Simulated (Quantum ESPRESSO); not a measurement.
# GaN under changes of volume

One of the cells (11.444 Å³/atom); the others are scaled copies at fixed shape and fractional positions:

```
CELL_PARAMETERS angstrom
0.00000 2.25350 2.25350
2.25350 0.00000 2.25350
2.25350 2.25350 0.00000
ATOMIC_POSITIONS crystal
Ga 0.00000 0.00000 0.00000
N 0.25000 0.25000 0.25000
```

The cell is a database's computed one.

```yaml
Program: Quantum ESPRESSO 7.5
Functional: revPBE
Dispersion: D3(BJ)
Potentials_or_basis: PseudoDojo 0.4.1 SR PBE standard
Cutoff: 1143 eV
Density_cutoff: 4572 eV
k_mesh: 10 × 10 × 10
Occupations: fermi-dirac, width 0.05 eV
Spin: no spin polarisation
```

```tsv
volume (Å³/atom)	energy over the lowest point (meV/atom)	pressure (GPa)	gap on the mesh (eV)
10.757	32.43	14.5	2.24
10.986	15.22	9.6	2.11
11.215	?	?	?
11.444	0.00	1.3	1.84
11.673	0.71	-2.2	1.71
11.902	6.21	-5.4	1.59
12.131	16.03	-8.3	1.47
```

Problem. What does the run at 11.215 Å³/atom give?

Solution. Energy over the lowest point 4.63 meV/atom; pressure 5.2 GPa; gap on the mesh 1.97 eV.

Worked out: A Birch-Murnaghan fit of order 3 (a polynomial in V^(-2/3)) to the other rows has its minimum at 11.53 Å³/atom with B0 = V·E''(V) = 181 GPa and B' = 4.4. It gives 4.64 meV/atom at 11.215 Å³/atom, against the run's 4.63, and -dE/dV = 5.2 GPa, against 5.2. A straight line through the other rows of the gap, of slope -6.44 eV per unit of ln V (its deformation potential), gives 1.97 eV, against the run's 1.97.

Energies are extrapolated to zero smearing.

Caveats: the potentials were made for another functional, which shifts forces and pressure.

Spin-orbit coupling on Ga is left out.
